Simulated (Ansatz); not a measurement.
## TaInSe3 (model cell, started as cubic perovskite with Ta in the octahedra): a soft mode frozen in

Which phase does TaInSe3 (model cell, started as cubic perovskite with Ta in the octahedra) fall into along its unstable mode, and how much energy does it gain?

Calculated with Ansatz 0.2.0; DFT PBEsol, scalar-relativistic, plane waves, PAW.

The structure was built from a prototype and need not be the compound's stable phase.

## 1. Set-up

The structure is cubic, space group Pm-3m (No. 221). The conventional cell has a = 5.019 Å, b = 5.019 Å, c = 5.019 Å, α = 90.00°, β = 90.00°, γ = 90.00°. Nearest to In lie 12 Se at 3.55 Å. Nearest to Ta lie 6 Se at 2.51 Å. Se has 2 Ta at 2.51 Å nearest. Farther neighbours and most contacts between anions are not listed.

## 2. Response at finite wavevector

The cell comes from relaxations at this level that are not shown. Stability and thermal properties need the whole zone. Linear response on a 2×2×2 q mesh gives force constants as far as a supercell of that size would.

Input file input.yaml:

```yaml
crystal:
  lattice:
    - [5.019252156, 0.0, 0.0]
    - [0.0, 5.019252156, 0.0]
    - [0.0, 0.0, 5.019252156]
  atoms:
    - { symbol: In, position: [0.0, 0.0, 0.0] }
    - { symbol: Ta, position: [0.5, 0.5, 0.5] }
    - { symbol: Se, position: [0.5, 0.5, 0.0] }
    - { symbol: Se, position: [0.5, 0.0, 0.5] }
    - { symbol: Se, position: [0.0, 0.5, 0.5] }
kpoints:
  mp_grid: { grid: [6, 6, 6] }
hamiltonian:
  xc: pbesol
scf:
  occupations: { method: methfessel_paxton, width: 0.15 }
output:
  eigenvalues: true
phonons:
  method: dfpt
  qmesh: [2, 2, 2]
  temperatures: { t_max: 1000, t_step: 50 }
  qpath:
    path:
      - [[0.0, 0.0, 0.0], [0.0, 0.5, 0.0], [0.5, 0.5, 0.0], [0.0, 0.0, 0.0], [0.5, 0.5, 0.5], [0.0, 0.5, 0.0]]
      - [[0.5, 0.5, 0.5], [0.5, 0.5, 0.0]]
    npoints: 10
```

The run is started by

```sh
ansatz run input.yaml --threads 8 --pin off --max-ram 14336MiB --backend cpu --events-out ev --progress --plain --runs-dir out
```

Numbers of over 12 decimals in the logs are rounded to 6 here.

Output:

```text
Engine: ansatz 0.2.0, aarch64-unknown-linux-gnu
Pseudopotentials: kind: paw
Pseudopotential: In, paw, valence charge 13, recommended cutoff 420 eV (normal), In.paw.azcp
Pseudopotential: Ta, paw, valence charge 13, recommended cutoff 420 eV (normal), Ta.paw.azcp
Pseudopotential: Se, paw, valence charge 16, recommended cutoff 420 eV (normal), Se.paw.azcp
Functional definition: PBEsol
  exchange = pbesol_x
  correlation = pbesol_c
Crystal: 5 atoms, lattice volume = 126.449 Å³
Basis set: ecut = 420 eV, 2517 PW (Γ), exchange–correlation on 72×72×72 points (8 copies of the dense FFT grid, shifted against one another)
Bands: 45, of which v1, the nominal top of the filled ones, is band 37 counted from 1 (36 counted from 0)
Symmetry: 48 space group operations
k-points: 20 of 216
Non-local potential: In, projectors of the file, l = 0: 2, l = 1: 2, l = 2: 2, l = 3: 2
Non-local potential: Ta, projectors of the file, l = 0: 3, l = 1: 2, l = 2: 2, l = 3: 1
Non-local potential: Se, projectors of the file, l = 0: 2, l = 1: 2, l = 2: 3, l = 3: 1
PAW form: soft (Blöchl's): semilocal exchange-correlation on the pseudo side does not see the compensation charge
PAW frozen core: In, regenerated for the run's functional, and the local potential with it (the file was generated under x = pbe(κ = 0.804, μ = 0.219515), c = pbe(β = 0.066725))
PAW frozen core: Ta, regenerated for the run's functional, and the local potential with it (the file was generated under x = pbe(κ = 0.804, μ = 0.219515), c = pbe(β = 0.066725))
PAW frozen core: Se, regenerated for the run's functional, and the local potential with it (the file was generated under x = pbe(κ = 0.804, μ = 0.219515), c = pbe(β = 0.066725))
PAW one-centre angular grid: In, 590 points (default); XC on 64 Gauss nodes
PAW one-centre angular grid: Ta, 590 points (default); XC on 64 Gauss nodes
PAW one-centre angular grid: Se, 590 points (default); XC on 64 Gauss nodes
Initial density: superposition of atomic densities (neutral atoms: chi_scale 0, normalization atom), corrected by the library's trained network
Initial wavefunctions: pseudopotential atomic-orbital guess
Functional: x = pbesol(κ = 0.804, μ = 0.123457), c = pbesol(β = 0.046)
SCF iter   1: F=—  HF=-31606.297952 eV  |F-HF|=—  |Δ(HF+E_count)|=         —  Δρ=3.77e-3  dr2=3.73e-2  ethr=1.77e-3  ⟨swp⟩=6.8  Hψ=3266  notcnv=0
preconditioner: auto → Resta (q_TF=auto, 2.495 Å⁻¹)  ε∞=4.5  [insulator: Δε(μ)=0.297 eV  Ē_g=10.562 eV  σ=0.150 eV  W_gap=0.93  n_scr=26 (ndim 8)  ℏωp=19.8 eV  f_vac=0.021  D(μ)=0.21/eV (n_scr^D=0)  ε∞_Penn≈4.5]
SCF iter   2: F=—  HF=-31606.290966 eV  |F-HF|=—  |Δ(HF+E_count)|=   6.99e-3  S|Δr|=    0.00e0  Δρ=1.81e-3  dr2=6.84e-3  ethr=5.05e-5  ⟨swp⟩=2.3  Hψ=1320  notcnv=0
SCF iter   3: F=—  HF=-31606.289206 eV  |F-HF|=—  |Δ(HF+E_count)|=   1.76e-3  S|Δr|=    0.00e0  Δρ=6.51e-4  dr2=1.32e-3  ethr=9.24e-6  ⟨swp⟩=2.0  Hψ=1073  notcnv=0  defer=3
SCF iter   4: F=—  HF=-31606.288929 eV  |F-HF|=—  |Δ(HF+E_count)|=   2.77e-4  S|Δr|=    0.00e0  Δρ=2.26e-4  dr2=1.07e-4  ethr=1.78e-6  ⟨swp⟩=2.0  Hψ=1063  notcnv=0  defer=3
SCF iter   5: F=—  HF=-31606.288914 eV  |F-HF|=—  |Δ(HF+E_count)|=   1.54e-5  S|Δr|=    0.00e0  Δρ=1.08e-4  dr2=1.38e-5  ethr=1.45e-7  ⟨swp⟩=2.0  Hψ=1576  notcnv=0  defer=3
SCF iter   6: F=—  HF=-31606.288919 eV  |F-HF|=—  |Δ(HF+E_count)|=   5.32e-6  S|Δr|=    0.00e0  Δρ=2.18e-5  dr2=5.23e-7  ethr=1.87e-8  ⟨swp⟩=2.9  Hψ=1648  notcnv=0  defer=3
SCF iter   7: F=—  HF=-31606.288916 eV  |F-HF|=—  |Δ(HF+E_count)|=   3.29e-6  S|Δr|=    0.00e0  Δρ=4.89e-6  dr2=2.47e-8  ethr=7.07e-10  ⟨swp⟩=2.0  Hψ=1212  notcnv=0  defer=3
SCF iter   8: F=—  HF=-31606.288916 eV  |F-HF|=—  |Δ(HF+E_count)|=   2.53e-8  S|Δr|=    0.00e0  Δρ=9.75e-7  dr2=1.35e-9  ethr=3.34e-11  ⟨swp⟩=2.0  Hψ=1224  notcnv=0  defer=3
SCF iter   9: F=—  HF=-31606.288916 eV  |F-HF|=—  |Δ(HF+E_count)|=  9.97e-10  S|Δr|=    0.00e0  Δρ=2.42e-7  dr2=9.58e-11  ethr=1.82e-12  ⟨swp⟩=2.0  Hψ=1585  notcnv=0  defer=3
SCF iter  10: F=—  HF=-31606.288916 eV  |F-HF|=—  |Δ(HF+E_count)|=  3.64e-11  S|Δr|=    0.00e0  Δρ=7.79e-8  dr2=1.07e-11  ethr=1.00e-12  ⟨swp⟩=10.3  Hψ=4478  notcnv=0
SCF iter  11: F=-31606.288916 eV  HF=-31606.288916 eV  |F-HF|=7.28e-12  |Δ(HF+E_count)|=    0.00e0  S|Δr|=    0.00e0  Δρ=1.58e-8  dr2=3.93e-13  ethr=1.00e-12  ⟨swp⟩=5.0  Hψ=3396  notcnv=0
SCF 1 converged in 11 iterations: F = -31606.288916 eV  dr2 = 3.93e-13
  greatest PAW one-centre occupation: 1.000 electrons in one spin orbital (limit 2), on the Se atom at site 3 (counted from 0), in its partial waves of l = 2
Initial density: read from a saved state, or passed on in memory by an earlier SCF of this step, an earlier step, the calling program or the single point that the run made first
iter 1 solved again at ethr=1.98e-7 eV; its pass at ethr=3.10e-3 eV (dr2=1.47e-4 eV) is discarded
SCF iter   1: F=—  HF=-31606.288915 eV  |F-HF|=—  |Δ(HF+E_count)|=         —  Δρ=4.59e-7  dr2=1.20e-10  ethr=1.98e-7  ⟨swp⟩=3.0  Hψ=5322  notcnv=0
eigensolver tolerance schedule: the retry pair's looser diagonalisation over-reported the residual by 1226704.17 of it (diagonalisation noise at an unbounded share of the residual, at the tolerance the schedule requests for it); recorded, not acted on — ethr = c·dr2/N_el stays at c = 1.0e-1
preconditioner: auto → Resta (q_TF=auto, 2.495 Å⁻¹)  ε∞=4.5  [insulator: Δε(μ)=0.296 eV  Ē_g=10.537 eV  σ=0.150 eV  W_gap=1.04  n_scr=26 (ndim 8)  ℏωp=19.8 eV  f_vac=0.020  D(μ)=-0.09/eV (n_scr^D=0)  ε∞_Penn≈4.5]
SCF iter   2: F=—  HF=-31606.288916 eV  |F-HF|=—  |Δ(HF+E_count)|=   7.84e-7  S|Δr|=    0.00e0  Δρ=2.30e-7  dr2=5.73e-11  ethr=1.00e-12  ⟨swp⟩=3.9  Hψ=2457  notcnv=0
SCF iter   3: F=—  HF=-31606.288916 eV  |F-HF|=—  |Δ(HF+E_count)|=  2.18e-11  S|Δr|=    0.00e0  Δρ=1.46e-7  dr2=1.27e-11  ethr=1.00e-12  ⟨swp⟩=1.0  Hψ=900  notcnv=0
SCF iter   4: F=-31606.288916 eV  HF=-31606.288916 eV  |F-HF|=7.28e-12  |Δ(HF+E_count)|=  7.28e-12  S|Δr|=    0.00e0  Δρ=1.01e-7  dr2=5.72e-12  ethr=1.00e-12  ⟨swp⟩=3.1  Hψ=1975  notcnv=0
SCF 2 converged in 4 iterations: F = -31606.288916 eV  dr2 = 5.72e-12
phonons: the bands overlap, so this run is a metal and interpolates without the dipole-dipole term. If the crystal is really an insulator or semiconductor, its LO-TO splitting is missing
NSCF: frozen V_eff on 20 k-points
NSCF: frozen V_eff on 64 k-points
DFPT response loops at q = (0, 0, 0) (fractional): preconditioner auto → Kerker (q_TF=auto, 2.495 Å⁻¹) (partly filled bands, converged f_vac=0.020); β = 1.00, the filter's whole step (`scf.mixing.beta` (0.50) is not read by the response loops under this deck's `scf.mixing.preconditioner`; to damp them name `kerker` or `kerker_dos`, under which they read `scf.mixing.beta`, and type it under 1.00, their step now; both keys bind the ground state too); Broyden in place of MSR1
NSCF: frozen V_eff on 128 k-points
DFPT response loops at q = (0, 0, -0.5) (fractional): mixed as the last ones told, above
NSCF: frozen V_eff on 128 k-points
DFPT response loops at q = (0, -0.5, -0.5) (fractional): mixed as the last ones told, above
NSCF: frozen V_eff on 128 k-points
DFPT response loops at q = (-0.5, -0.5, -0.5) (fractional): mixed as the last ones told, above
SCF converged after 11 iterations
Stability not checked: this state was not tested for a lower state beside it, because cold or Methfessel-Paxton smearing, or corrected tetrahedra, fill the levels in a way that the test cannot read (fill_not_monotonic; see scf.lower_state_search)
Free energy (F): -31606.288916 eV
Harris-Foulkes:  -31606.288916 eV  (|F-HF|=7.28e-12)
Internal energy: -31606.296040 eV  (E = F + TS)
E sigma→0 (E₀):  -31606.290697 eV
Entropy (-TS):   0.007124 eV (1.425 meV/atom)
Fermi energy:    9.195485 eV
Step filling:    the computed levels leave a gap of 0.2962 eV = 2.0 smearing widths at the electron count; against every level under it full and every level over it empty, smearing changes F+E_penalty+E_count by +1.807 meV and its σ→0 estimate by +0.026 meV
--- Per-component energies (eV) ---
  E_band       = -1374.841015
  E_kinetic    = 961.016578
  E_local      = -9597.017786  (includes V_loc(G=0)·N_el)
  E_nonlocal   = -1395.210894
  E_hartree    = 4503.994050
  E_xc         = -740.930590
  E_vxc        = -598.025795  (∫ρ·V_xc dr)
  E_paw        = -17953.431845  (= ΣΔE_a)
  E_vpaw       = 246.410396  (= ΣTr[D̂ρ^β])
  E_aug_tail   = -0.001649  (compensation charges beyond the density's cutoff)
  E_ewald      = -7388.188805
  E_core_change = 3.474900  (= ΣΔE_core)
  E_smearing   = 0.007124  (= −TS)
  E_closure    = -0.000000  (closes the sum)
  Σ components = -31606.288916   (vs F -31606.288916, Δ=0.00e0)
--- Band table (eV; the first three rows and the last of 20) ---
  k-point 0: bands = [... 33 lower, 7.8725, 8.3767, 8.3767, 8.3767, 8.3920, 8.3920, 8.3920, 10.7157, ... 4 higher]
  k-point 1: bands = [... 33 lower, 7.7335, 7.8138, 8.2466, 8.2466, 8.3873, 9.4599, 9.4599, 10.7262, ... 4 higher]
  k-point 2: bands = [... 33 lower, 7.4860, 8.3093, 8.3280, 8.3280, 8.4088, 10.5404, 10.5404, 10.7417, ... 4 higher]
  k-point 19: bands = [... 33 lower, 5.4114, 9.3707, 9.3707, 9.3707, 10.8226, 10.8226, 10.8226, 14.7938, ... 4 higher]
--- Phonons (Γ-DFPT): 4 representative perturbations + reference (Σ response iterations 12) ---
  ASR residual: 1.017e-4 → 0.000e0 eV/Å²; symmetrization residual: 4.311e-5 eV/Å²
  ASR residual per site (eV/Å²): 2.45e-5 1.02e-4 2.84e-5 2.84e-5 2.84e-5
  Γ frequencies (cm⁻¹): -31.20 -31.20 -31.20 0.00 0.00 0.00 51.57 51.57 51.57 59.30 59.30 59.30 225.01 225.01 225.01
--- Phonons (arbitrary-q DFPT): 4 irreducible q on the 2×2×2 mesh ---
  q = [0.0000, 0.0000, 0.0000] (star 1, of the zone-centre solve; hermiticity 7.22e-6, symmetrization 9.32e-12): -31.20 -31.20 -31.20 -0.00 -0.00 0.00 51.57 51.57 51.57 59.30 59.30 59.30 225.01 225.01 225.01
  q = [0.0000, 0.0000, -0.5000] (star 3, 9 solved perturbations in 504 linear systems a pass and spin channel, the states on 64 of 216 k-point pairs; hermiticity 1.26e-6, symmetrization 2.68e-12): -19.84 -19.84 18.37 18.37 40.68 49.09 49.09 74.61 79.43 79.43 83.27 145.46 223.57 223.57 267.16
  q = [0.0000, -0.5000, -0.5000] (star 3, 9 solved perturbations in 504 linear systems a pass and spin channel, the states on 64 of 216 k-point pairs; hermiticity 7.27e-6, symmetrization 3.57e-13): -71.42 -26.86 -26.86 -8.76 -5.91 75.00 75.00 75.59 75.59 121.57 147.30 147.30 160.75 220.59 283.25
  q = [-0.5000, -0.5000, -0.5000] (star 1, 4 solved perturbations in 184 linear systems a pass and spin channel, the states on 64 of 216 k-point pairs; hermiticity 6.93e-8, symmetrization 7.64e-12): -70.01 -70.01 -70.01 -19.91 -19.91 -19.91 106.80 106.80 116.57 116.57 116.57 146.69 146.69 146.69 299.46
  sum rule: each row above includes the acoustic sum rule's correction from the zone centre's row sums; it moved no ω² by more than (0.39 cm⁻¹)²
  mesh force constants: q→R imaginary residual 4.34e-18; ASR residual 1.017e-4 → 0.000e0 eV/Å²; symmetrization residual 1.421e-14 eV/Å²
  interpolated dispersion: 62 rows × 15 modes
  density of states and harmonic sums: on the 12×12×12 q-mesh, interpolated from the force constants of a 2×2×2 supercell (no non-analytic term)
  largest difference from the sums on the solved wave vectors: F 9.50e-2 eV, S 1.23e-4 and C_V 2.81e-5 eV/K
  zero-point energy: 0.082107 eV/cell   skipped modes (ω ≤ 0): 326, of them read as no rigid motion or as one in doubt: 323 (3.802e0 modes/cell left out, lowest -71.42 cm⁻¹)   left out of the sums: 2.54e-1 of the cell's modes: C_V's classical limit lies that fraction below 3 k_B per atom; for a crystal, a wire or a layer, F and S can be off by more, and a phonons.interpolated_qmesh denser along its periods is the remedy for the sampling
```

Elapsed: 6.8 min, on 8 threads of Arm Neoverse N1, shared host; peak memory 1.5 GiB.

Reading the cycles: dr2 is the Hartree energy of the density residual (eV), the measure of convergence; HF is the Harris–Foulkes estimate of the energy, which meets the free energy F at convergence.

This step gave:

* volume per atom: 25.29 Å³
* gap on the k-mesh: 0 eV
* sum-rule residual before enforcement: 1.02e-4 eV/Å²
* lowest frequency on the path: -71.42 cm⁻¹
* point group: m-3m
* highest frequency on the path or at a solved wavevector: 299.5 cm⁻¹
* highest optical mode at the zone centre (no LO-TO term): 225.0 cm⁻¹
* lowest optical zone-centre mode: -31.2 cm⁻¹
* lowest mode on the q mesh (acoustic modes at Γ apart): -71.42 cm⁻¹

Frequencies (cm⁻¹) solved at each irreducible wavevector; negative means imaginary. Frequencies by wavevector, by row:

```tsv
q in reciprocal lattice units	star	mode 1	mode 2	mode 3	mode 4	mode 13	mode 14	mode 15
0 0 0	1	-31.2	-31.2	-31.2	0	225	225	225
0 0 -0.5	3	-19.8	-19.8	18.4	18.4	223.6	223.6	267.2
0 -0.5 -0.5	3	-71.4	-26.9	-26.9	-8.8	160.8	220.6	283.2
-0.5 -0.5 -0.5	1	-70	-70	-70	-19.9	146.7	146.7	299.5
```

Interpolated from a 2×2×2 q mesh. The phonon branches at the labelled points (cm⁻¹):

```tsv
point	branch 1	branch 2	branch 3	branch 4	branch 12	branch 13	branch 14	branch 15
Γ	-31	-31	-31	0	59	225	225	225
halfway	-25	-25	18	18	108	224	224	245
X	-20	-20	18	18	146	224	224	267
halfway	-39	-23	-15	6	146	196	222	276
M	-71	-27	-27	-9	147	161	221	283
halfway	-21	-18	-14	-7	110	209	223	262
Γ	-31	-31	-31	0	59	225	225	225
halfway	-22	-21	-21	-17	111	200	200	278
R	-70	-70	-70	-20	147	147	147	300
halfway	-41	-37	-21	-21	147	178	191	288
X	-20	-20	18	18	146	224	224	267
jump to R	-70	-70	-70	-20	147	147	147	300
halfway	-71	-40	-40	-22	147	147	174	295
M	-71	-27	-27	-9	147	161	221	283
```

Symmetry leaves 4 wavevectors to solve. The lowest mode among them, the acoustic zeros apart, lies at q = (0, -0.5, -0.5) and is imaginary, 71.4i cm⁻¹, so the energy falls along it.

## 3. The mode frozen in, largest atomic shift 0 Å

The mode followed lies at Γ with frequency 31.2i cm⁻¹ and is 3-fold degenerate, one of the unstable modes though not the softest. At small amplitude the distorted cell has space group no. 160 by a symmetry search on the positions. The undistorted cell that holds it gives the zero of energy on the same k mesh.

input.yaml, the sections that differ from step 2:

```yaml
output:
  forces: true
  stress: true
  eigenvalues: true
# crystal, kpoints, hamiltonian, scf: as in step 2
# phonons: removed
```

Output:

```text
[...]
Crystal: 5 atoms, lattice volume = 126.449 Å³
Basis set: ecut = 420 eV, 2517 PW (Γ), exchange–correlation on 72×72×72 points (8 copies of the dense FFT grid, shifted against one another)
Bands: 45, of which v1, the nominal top of the filled ones, is band 37 counted from 1 (36 counted from 0)
Symmetry: 48 space group operations
[...]
k-points: 20 of 216
[...]
k-point 0: bands = [... 33 lower, 7.8725, 8.3767, 8.3767, 8.3767, 8.3920, 8.3920, 8.3920, 10.7157, ... 3 higher]
  k-point 1: bands = [... 33 lower, 7.7335, 7.8138, 8.2466, 8.2466, 8.3873, 9.4599, 9.4599, 10.7261, ... 3 higher]
  k-point 2: bands = [... 33 lower, 7.4860, 8.3093, 8.3280, 8.3280, 8.4088, 10.5404, 10.5404, 10.7416, ... 3 higher]
  k-point 19: bands = [... 33 lower, 5.4114, 9.3707, 9.3707, 9.3707, 10.8226, 10.8226, 10.8226, 14.7938, ... 3 higher]
[key lines of the parts left out:]
SCF converged after 7 iterations
Free energy (F): -31606.288916 eV
Fermi energy:    9.195479 eV
P = ⅓ Tr σ = -0.0001 GPa (-0.001 kbar)
```

Elapsed: 2.3 s, on 8 threads; peak memory 0.63 GiB.

This step gave:

```yaml
pressure: -1.02e-4 GPa
energy_from_the_undistorted_cell: 0 meV/atom
```

The run ends at a pressure of 0.00 GPa.

## 4. The mode frozen in, largest atomic shift 0.32 Å

The atoms are moved along the unstable eigenvector, the largest shift by 0.32 Å, with the cell fixed.

Input file input.yaml:

```yaml
crystal:
  lattice:
    - [5.019252156, 0.0, 0.0]
    - [0.0, 5.019252156, 0.0]
    - [0.0, 0.0, 5.019252156]
  atoms:
    - { symbol: In, position: [0.0368086879, -0.0368086879, -0.0368086879] }
    - { symbol: Ta, position: [0.4951693956, 0.5048306044, 0.5048306044] }
    - { symbol: Se, position: [0.483706172, 0.516293828, 0.0098609935] }
    - { symbol: Se, position: [0.483706172, 0.0098609935, 0.516293828] }
    - { symbol: Se, position: [-0.0098609935, 0.516293828, 0.516293828] }
kpoints:
  mp_grid: { grid: [6, 6, 6] }
hamiltonian:
  xc: pbesol
scf:
  occupations: { method: methfessel_paxton, width: 0.15 }
output:
  forces: true
  stress: true
  eigenvalues: true
  write_density: true
  write_potential: true
  elf: true
  volumetric_format: npy
```

Output:

```text
[...]
Crystal: 5 atoms, lattice volume = 126.449 Å³
Basis set: ecut = 420 eV, 2517 PW (Γ), exchange–correlation on 72×72×72 points (8 copies of the dense FFT grid, shifted against one another)
Bands: 45, of which v1, the nominal top of the filled ones, is band 37 counted from 1 (36 counted from 0)
Symmetry: 6 space group operations
[...]
k-points: 32 of 216 (time reversal used)
[...]
k-point 0: bands = [... 33 lower, 7.8392, 8.1159, 8.2153, 8.2153, 8.5150, 8.5150, 8.6230, 10.7347, ... 4 higher]
  k-point 1: bands = [... 33 lower, 7.6219, 7.7866, 8.1084, 8.1613, 8.5389, 9.3820, 9.4617, 10.7443, ... 4 higher]
  k-point 2: bands = [... 33 lower, 7.3609, 8.0175, 8.2311, 8.4010, 8.6260, 10.4357, 10.5385, 10.7612, ... 4 higher]
  k-point 31: bands = [... 33 lower, 5.9023, 9.2719, 9.2719, 9.3421, 10.7991, 10.7991, 10.8221, 14.3046, ... 4 higher]
[key lines of the parts left out:]
SCF converged after 7 iterations
Free energy (F): -31606.300530 eV
Fermi energy:    9.081154 eV
P = ⅓ Tr σ = 0.5111 GPa (5.111 kbar)
```

Run time: 6.4 s. Hardware: 8 threads; peak memory 0.62 GiB.

This step gave:

* pressure: 0.5111 GPa
* energy from the undistorted cell: -2.261 meV/atom

The energy, extrapolated to zero smearing, is -2.26 meV/atom against the undistorted cell.

The run ends at a pressure of 0.51 GPa, with forces up to 0.034 eV/Å.

## 5. Energy along the mode, all amplitudes (two of the runs are shown above)

An imaginary frequency means negative curvature, so the energy should fall and then rise again as anharmonic terms take over.

This step gave:

- depth at the lowest point sampled: 2.261 meV/atom
- largest atomic shift at that point: 0.32 Å

Energy from the parent against largest atomic shift:

```tsv
largest atomic shift (Å)	energy from the parent (meV/atom)
0.000	0
0.040	-0.087
0.080	-0.338
0.140	-0.953
0.220	-1.85
0.320	-2.26
0.450	1.67
0.600	19.4
```

Displacement at unit largest shift by atom:

```tsv
atom	x (Å)	y (Å)	z (Å)	size
In1	0.577	-0.577	-0.577	0.999
Ta2	-0.076	0.076	0.076	0.132
Se3	-0.256	0.256	0.155	0.394
Se4	-0.256	0.155	0.256	0.394
Se5	-0.155	0.256	0.256	0.394
```

The lowest of the steps tried is at 0.32 Å, 2.26 meV/atom below the parent; the bottom of the well need not coincide with a step.

[end of part 1 of 2]

[Logs are printed without paths, hosts, clocks, repeated set-up lines and the standing remarks that a program may print on its own settings, such as how far it seeks lower states.]

[Hosts, paths, dates, database ids (printed as entryN), source tags and the programs' standing remarks are cut or masked in the printed files.]
